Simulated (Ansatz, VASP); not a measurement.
**One calculation of PtSe2 (Sudovikovite), two programs**

```xyz
3
Lattice="3.7240 0.0000 0.0000 -1.8620 3.2251 0.0000 0.0000 0.0000 5.0620" Properties=species:S:1:pos:R:3 pbc="T T T"
Pt    0.0000    0.0000    0.0000
Se    1.8620    1.0750    3.7965
Se    0.0000    2.1501    1.2655
```

Alike in both runs: functional PBE; k mesh 8 × 8 × 5; occupations gaussian, width 0.02 eV; no spin polarisation.

```csv
,VASP,Ansatz
version,VASP 6.6.1,Ansatz 0.2.0
potentials or method,"VASP PAW PBE potentials, release 64 (Pt, Se)",Ansatz PAW
plane-wave cutoff (eV),520,420
valence electrons in the cell,22,50
task,electric field gradients,single point
```

|  | VASP | Ansatz | Ansatz less VASP |
| --- | --- | --- | --- |
| gap on the k mesh at the Fermi level (eV) | none | none | - |
| pressure (GPa) | 7.3 | 7.3 | +0.01 |
| largest component of the traceless stress (GPa) | 1.16 | 1.15 | -0.005 |
| rms of the force components (eV/Å) | 0.271 | 0.269 | -0.0025 |

Atom by atom the forces differ by 0.002 eV/Å (rms over components). A gap of «none» marks a metal or a gap that the smearing closes. With one functional, cell and mesh, what is left measures potentials, basis and numerics. The two sets of potentials don't hold the same shells in valence.

Spin-orbit coupling is left out, which matters for the levels of Pt.
